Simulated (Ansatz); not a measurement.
# Dielectric response of BaS (001) films, part 5 of 5

How well do thin rocksalt BaS (001) films screen a perpendicular field?

Ansatz 0.2.0; plane-wave DFT, PBE, Ansatz PAW (the session's first sound run).

So far. Step 29 (The bulk crystal): The gap is 2.21 eV. Step 30 (Band edges against the vacuum, levels PBE): The program warns that the averaged potential varies by 0.10 eV in the slab's middle, which these edges carry as an error.

## 31. The bulk with HSE06, k-mesh 6×6×6

This step: plane-wave DFT, HSE06, Ansatz PAW (Ansatz 0.2.0).

System of this step: rocksalt BaS. It takes space group Fm-3m (No. 225, cubic). Conventional cell: a = 6.390 Å, b = 6.390 Å, c = 6.390 Å, α = 90.00°, β = 90.00°, γ = 90.00°. Ba has 6 S at 3.19 Å nearest. Nearest to S lie 6 Ba at 3.19 Å. Farther neighbours and most contacts between anions are not listed.

A hybrid functional removes part of the gap error, and is affordable in the small bulk cell.

input.yaml reads:

```yaml
crystal:
  lattice:
    - [0.0, 3.195, 3.195]
    - [3.195, 0.0, 3.195]
    - [3.195, 3.195, 0.0]
  atoms:
    - { symbol: Ba, position: [0.0, 0.0, 0.0] }
    - { symbol: S, position: [0.5, 0.5, 0.5] }
kpoints:
  mp_grid: { grid: [6, 6, 6] }
hamiltonian:
  xc: hse06
scf:
  occupations: { method: fixed }
  convergence: { dr2_threshold: 1.0e-08 }
output:
  eigenvalues: true
checkpoint:
  write: bulk-hse.run
  compress: false
  write_wavefunctions: false
```

Command:

```console
ansatz run input.yaml --threads 4 --pin off --max-ram 8192MiB --backend cpu --events-out ev --progress --plain --runs-dir out
```

Numbers of over 12 decimals in the logs are rounded to 6 here.

What it wrote:

```text
[...]
davidson cushion auto → on  (no smearing: the cushion is to keep the highest requested band from converging to the state above it; pin scf.eigensolver.cushion to override)
Crystal: 2 atoms, lattice volume = 65.229 Å³
Basis set: ecut = 420 eV, 1243 PW (Γ)
Bands: 12, of which v1, the nominal top of the filled ones, is band 8 counted from 1 (7 counted from 0)
Symmetry: 48 space group operations
[...]
k-points: 16 of 216
[...]
SCF iter   1: F=—  HF=-6855.859162 eV  |F-HF|=—  |Δ(HF+E_count)|=         —  Δρ=1.29e-3  dr2=2.28e-3  ethr=1.77e-3  ⟨swp⟩=12.1  Hψ=1280  notcnv=0
[...]
SCF iter   2: F=-6855.859435 eV  HF=-6855.859671 eV  |F-HF|=2.37e-4  |Δ(HF+E_count)|=   5.09e-4  Δρ=5.65e-4  dr2=3.12e-4  ethr=1.42e-5  ⟨swp⟩=7.0  Hψ=848  notcnv=0  defer=8
SCF 1 stopped early in 2 iterations: F = -6855.859435 eV  dr2 = 3.12e-4
[...]
Exchange kernel: α = 0.2500, screened, ω = 0.2079 Å⁻¹, Wigner–Seitz truncation, v(0) = 1046.8916 eV·Å³, q-mesh 6×6×6, nearest image of the exchange supercell L = 27.11 Å, pair-density grid 18×18×18, without the augmentation charges, whose exchange is taken in its separable form by FFT convolution over the k-point mesh (sized by the pseudopotential files, 25×25×25 at the most), smooth part of the exact exchange by density-matrix convolution
Frozen-core exchange: fock
SCF iter   1: F=—  HF=-6861.470616 eV  |F-HF|=—  |Δ(HF+E_count)|=         —  Δρ=2.92e-3  dr2=1.14e-2  ethr=1.95e-5  ⟨swp⟩=8.1  Hψ=1065  notcnv=0
[...]
SCF iter   7: F=-6861.469592 eV  HF=-6861.469592 eV  |F-HF|=4.54e-8  |Δ(HF+E_count)|=   4.01e-6  Δρ=1.02e-5  dr2=2.71e-7  ethr=3.45e-9  ⟨swp⟩=5.1  Hψ=772  notcnv=0
SCF 2 stopped early in 7 iterations: F = -6861.469592 eV  dr2 = 2.71e-7
[...]
hybrid outer 1: dexx = +3.533e-3 eV, tail = 3.94e-6 eV
[...]
Frozen-core exchange: fock
SCF iter   1: F=—  HF=-6861.469574 eV  |F-HF|=—  |Δ(HF+E_count)|=         —  Δρ=1.86e-5  dr2=2.39e-7  ethr=1.23e-7  ⟨swp⟩=4.9  Hψ=588  notcnv=0
[...]
SCF iter   3: F=-6861.469574 eV  HF=-6861.469574 eV  |F-HF|=3.54e-9  |Δ(HF+E_count)|=   4.12e-8  Δρ=3.44e-6  dr2=5.75e-9  ethr=8.52e-11  ⟨swp⟩=5.9  Hψ=747  notcnv=0  defer=2
SCF 3 converged in 3 iterations: F = -6861.469574 eV  dr2 = 5.75e-9
hybrid outer 2: dexx = +6.125e-8 eV, tail = 1.45e-8 eV, Δε = 6.80e-4 eV (about 4.50e-5 eV left of the loop's levels)
hybrid SCF converged: 2 outer / 10 inner (+2 warm-up), last move |dexx| = 6.13e-8 eV, tail = 1.45e-8 eV
[...]
Free energy (F): -6861.469574 eV
Frozen-core exchange: fock
[...]
Internal energy: -6861.469574 eV  (E = F + TS)
E sigma→0 (E₀):  -6861.469574 eV
Fermi energy:    5.131623 eV
[...]
--- Band table (eV; the first three rows and the last of 16) ---
  k-point 0: bands = [... 4 lower, -6.2363, 5.1316, 5.1316, 5.1316, 9.7933, 10.1411, 10.1411, 10.1411]
  k-point 1: bands = [... 4 lower, -5.5549, 4.4906, 4.8019, 4.8019, 10.1222, 10.5555, 10.5555, 10.7854]
  k-point 2: bands = [... 4 lower, -4.9243, 3.5357, 4.2699, 4.2699, 10.6286, 11.6817, 11.6817, 12.3154]
  k-point 15: bands = [... 4 lower, -5.5265, 4.2193, 4.6105, 4.7738, 9.3497, 11.7810, 12.5807, 13.3734]
```

Elapsed: 7.5 s, on 4 threads of Arm Neoverse V2, shared host; peak memory 1.9 GiB.

This step gave:

```
gap on the k-mesh : 3.115 eV
```

The gap is 3.12 eV.

## 32. Band edges against the vacuum, levels HSE06

This step: plane-wave DFT, PBE, Ansatz PAW; band edges against the vacuum, bulk levels by HSE06 (Ansatz 0.2.0).

System of this step: BaS (001), 8 units. The cell holds 16 atoms: 8 Ba and 8 S. Cell: a = 4.518 Å, b = 4.518 Å, c = 40.365 Å, α = 90.0°, β = 90.0°, γ = 90.0°. It derives from BaS (rocksalt BaS). Vacuum lies along c.

The same line-up with the hybrid's levels.

align.yaml reads:

```yaml
surface:
  bulk: { run: bulk.run, levels_from: { run: bulk-hse.run } }
  slab: { run: end8.run, axis: 3 }
  face: plus
  period: 3.195
```

Command:

```console
ansatz align-bands align.yaml -- --threads 4 --pin off
```

What it wrote:

```text
plus face
ionisation energy 5.011 eV
electron affinity 1.896 eV
  bulk: levels by hse06 on the potential of pbe; from 18.59 to 21.78 Å its average varies by 0.0994 eV and climbs by +0.0000; the bulk's density to 0.89 % (its layers are strained against the bulk's: take a thicker slab or side, or run the bulk at their strain)
  vacuum: slopes by 0.0000 eV/Å; line-up 6.3310 eV
  of the bulk's run: of the levels' run: its band edges are its mesh's, and a band can turn off it. A run with kpoints.band_path: { path: [VBM, CBM], npoints: 1 } finds the zone's; its band edges are of a coarser mesh than the slab's or the interface's, whose density can shift them: a run under levels_from is taken as it is
[...]
```

It took 0.06 s on 4 threads.

This step gave:

* ionisation energy: 5.011 eV
* electron affinity: 1.896 eV

Check by hand: ionisation energy less affinity, 5.01 − (1.90) = 3.12 eV, is the bulk gap at this level.

The program warns that the averaged potential varies by 0.10 eV in the slab's middle, which these edges carry as an error.

## 33. A changed input

This step: plane-wave DFT, PBE, Ansatz PAW (Ansatz 0.2.0).

System of this step: BaS (001), 3 units. The cell holds 6 atoms: 3 Ba and 3 S. Its edges and angles: a = 4.518 Å, b = 4.518 Å, c = 24.390 Å, α = 90.0°, β = 90.0°, γ = 90.0°. It derives from BaS (rocksalt BaS). Vacuum lies along c.

A run with a changed input: it repeats the earlier run at 0.1 V/Å, 3 units with scf.mixing.algorithm to anderson, scf.mixing.beta to 0.2 and scf.mixing.ndim to 16.

input.yaml reads:

```yaml
crystal:
  lattice:
    - [4.51841233, 0.0, 0.0]
    - [0.0, 4.51841233, 0.0]
    - [0.0, 0.0, 24.39]
  atoms:
    - { symbol: Ba, position: [0.5, 0.5, 0.3705686081] }
    - { symbol: S, position: [0.0, 0.0, 0.3699436389] }
    - { symbol: Ba, position: [0.0, 0.0, 0.4999999974] }
    - { symbol: S, position: [0.5, 0.5, 0.5000000115] }
    - { symbol: Ba, position: [0.5, 0.5, 0.6294313795] }
    - { symbol: S, position: [0.0, 0.0, 0.6300563645] }
kpoints:
  mp_grid: { grid: [6, 6, 1] }
hamiltonian:
  xc: pbe
scf:
  occupations: { method: fixed }
  convergence: { dr2_threshold: 1.0e-10 }
  mixing: { algorithm: anderson, beta: 0.2, ndim: 16 }
efield:
  axis: 3
  dipole_correction: true
  ramp_position: 0.97
  ramp_width: 0.06
  amplitude: 0.1
output:
  write_potential: true
  write_density: true
  volumetric_format: npy
```

Command:

```console
ansatz run input.yaml --threads 4 --pin off --max-ram 8192MiB --backend cpu --events-out ev --progress --plain --runs-dir out
```

What it wrote:

```text
[...]
Crystal: 6 atoms, lattice volume = 497.947 Å³
Basis set: ecut = 420 eV, 9769 PW (Γ)
Bands: 30, of which v1, the nominal top of the filled ones, is band 24 counted from 1 (23 counted from 0)
Symmetry: 8 space group operations
k-points: 10 of 36
[...]
SCF iter   1: F=—  HF=-20569.348324 eV  |F-HF|=—  |Δ(HF+E_count)|=         —  Δρ=2.30e-2  dr2=8.58e0  ethr=3.10e-3  p=0.113 e·Å  D=4.12e-2 V/Å  ΔV_dip=-1.00 eV  dr2_dipole=1.70e-3  V_vac-E_F(+/−)=9.57/8.35 eV  ⟨swp⟩=7.6  Hψ=1474  notcnv=0  defer=33
[...]
SCF iter  16: F=-20566.809728 eV  HF=-20566.809728 eV  |F-HF|=3.27e-11  |Δ(HF+E_count)|=  6.29e-10  Δρ=1.03e-7  dr2=5.03e-11  ethr=1.00e-12  p=0.092 e·Å  D=3.33e-2 V/Å  ΔV_dip=-0.81 eV  dr2_dipole=3.94e-12  V_vac-E_F(+/−)=4.85/3.44 eV  ⟨swp⟩=16.6  Hψ=2191  notcnv=0
SCF 1 converged in 16 iterations: F = -20566.809728 eV  dr2 = 5.03e-11
[...]
SCF converged after 16 iterations
[...]
Free energy (F): -20566.809728 eV
[...]
Internal energy: -20566.809728 eV  (E = F + TS)
E sigma→0 (E₀):  -20566.809728 eV
Fermi energy:    -0.179427 eV
Dipole field:    D = 0.033331 V/Å  (p = 0.091722 e·Å, saw-weighted, corrected)
Work function:   not extracted (applied field tilts the vacuum); planar V_es + V_field profile in the machine report
[...]
--- Band table (eV; the first three rows and the last of 10) ---
  k-point 0: bands = [... 20 lower, -0.3120, -0.3120, -0.1794, -0.1794, 1.9805, 2.5125, 2.6053, 3.1378, ... 2 higher]
  k-point 1: bands = [... 20 lower, -0.6477, -0.5815, -0.4981, -0.4513, 2.5120, 2.8292, 2.9939, 3.3362, ... 2 higher]
  k-point 2: bands = [... 20 lower, -1.0249, -0.9878, -0.8962, -0.5795, 3.3419, 3.7128, 3.7941, 3.9807, ... 2 higher]
  k-point 9: bands = [... 20 lower, -0.5906, -0.4162, -0.4162, -0.2643, 2.3020, 2.3020, 3.5770, 3.5770, ... 2 higher]
```

Wall time 5.3 s (4 threads); peak memory 0.77 GiB; 21 s of CPU time.

This step gave:

| Quantity | Value |
| --- | --- |
| gap on the k-mesh | 2.160 eV |
| dipole along the normal | 0.09172 e·Å |

| quantity | this run | earlier run | difference |
| --- | --- | --- | --- |
| dipole along the normal (e·Å) | 0.09172 | 0.09172 | -2.2e-6 |
| gap on the k-mesh (eV) | 2.160 | 2.160 | 1.5e-6 |

Nothing in the table moves by 0.01 in its unit (for the dipole 0.5 % and 5e-5 e·Å). The run took 16 SCF cycles against 12.

## 34. A changed input

Another changed input: it repeats the earlier run at 0.1 V/Å, 3 units with efield.amplitude from 0.1 to -0.05 and efield.dipole_correction from true to false.

input.yaml: that of step 33 with these lines changed.

```diff
@@ -19,9 +19,8 @@
   convergence: { dr2_threshold: 1.0e-10 }
-  mixing: { algorithm: anderson, beta: 0.2, ndim: 16 }
 efield:
   axis: 3
-  dipole_correction: true
+  dipole_correction: false
   ramp_position: 0.97
   ramp_width: 0.06
-  amplitude: 0.1
+  amplitude: -0.05
 output:
```

What it wrote:

```text
[...]
Crystal: 6 atoms, lattice volume = 497.947 Å³
Basis set: ecut = 420 eV, 9769 PW (Γ)
Bands: 30, of which v1, the nominal top of the filled ones, is band 24 counted from 1 (23 counted from 0)
Symmetry: 8 space group operations
k-points: 10 of 36
[...]
SCF iter   1: F=—  HF=-20566.807089 eV  |F-HF|=—  |Δ(HF+E_count)|=         —  Δρ=7.25e-4  dr2=1.79e-2  ethr=1.77e-3  p=-0.000 e·Å  V_vac-E_F(+/−)=3.51/4.63 eV  ⟨swp⟩=7.2  Hψ=1538  notcnv=0  defer=37
[...]
SCF iter   9: F=-20566.806862 eV  HF=-20566.806862 eV  |F-HF|=5.46e-11  |Δ(HF+E_count)|=   2.34e-9  Δρ=1.06e-7  dr2=9.21e-11  ethr=1.00e-12  p=-0.069 e·Å  V_vac-E_F(+/−)=3.64/4.71 eV  ⟨swp⟩=18.9  Hψ=2101  notcnv=0
SCF 1 converged in 9 iterations: F = -20566.806862 eV  dr2 = 9.21e-11
[...]
SCF converged after 9 iterations
Free energy (F): -20566.806862 eV
[...]
Internal energy: -20566.806862 eV  (E = F + TS)
E sigma→0 (E₀):  -20566.806862 eV
Fermi energy:    -0.192070 eV
Dipole field:    D = -0.024996 V/Å  (p = -0.068785 e·Å, saw-weighted)
Work function:   not extracted (applied field tilts the vacuum); planar V_es + V_field profile in the machine report
[...]
--- Band table (eV; the first three rows and the last of 10) ---
  k-point 0: bands = [... 20 lower, -0.2985, -0.2985, -0.1921, -0.1921, 1.9823, 2.5126, 2.6360, 3.1209, ... 2 higher]
  k-point 1: bands = [... 20 lower, -0.6616, -0.5675, -0.5014, -0.4644, 2.5142, 2.8643, 2.9929, 3.3142, ... 2 higher]
  k-point 2: bands = [... 20 lower, -1.0106, -0.9836, -0.9095, -0.5830, 3.3789, 3.6914, 3.7957, 3.9762, ... 2 higher]
  k-point 9: bands = [... 20 lower, -0.5822, -0.4241, -0.4241, -0.2669, 2.3033, 2.3033, 3.5775, 3.5775, ... 2 higher]
```

Run time: 4.1 s. Hardware: 4 threads; peak memory 0.76 GiB; 16 s of CPU time.

| quantity | this run | earlier run | difference |
| --- | --- | --- | --- |
| dipole along the normal (e·Å) | -0.06879 | 0.09172 | -0.16 |
| gap on the k-mesh (eV) | 2.174 | 2.160 | 0.015 |

The applied field differs between the two, so the dipoles differ in any case.

With the dipole correction off, the periodic images add a field of their own to the typed one.

Besides the dipole, what moves beyond 0.01 in its unit (for the dipole 0.5 % and 5e-5 e·Å): gap on the k-mesh (+0.0145 eV).

These numbers are not those of the isolated slab.

## 35. Outcome

```json
{
 "electronic ε from the thickness series": "4.77",
 "static ε from the thickness series": "14.8",
 "local electronic ε, middle of 8 units": "4.75",
 "ionisation energy, levels by PBE": "4.36 eV",
 "electron affinity, levels by PBE": "2.16 eV",
 "ionisation energy, levels by HSE06": "5.01 eV",
 "electron affinity, levels by HSE06": "1.90 eV"
}
```

What this shows: The films give an electronic ε of 4.77 and a static ε of 14.8. The slope of the series and the field inside the thickest film give 4.77 and 4.75, in agreement. Ions raise ε from 4.77 to 14.8. HSE06 levels deepen the valence edge by 0.65 eV on the same PBE surface dipole. The alignment warns that the averaged potential still varies by 0.10 eV in the slab's middle, which the band edges carry as an error. The in-plane lattice constants are held at typed bulk values. Semilocal functionals tend to overestimate the electronic ε a little.

[Logs are printed without paths, hosts, clocks, repeated set-up lines and the standing remarks that a program may print on its own settings, such as how far it seeks lower states.]

[Hosts, paths, dates, database ids (printed as entryN), source tags and the programs' standing remarks are cut or masked in the printed files.]

[Maps of the electrostatic potential energy from Ansatz leave out the sawtooth potential of an applied field or a dipole correction, so their vacuum need not be flat; planar profiles and work functions include it.]
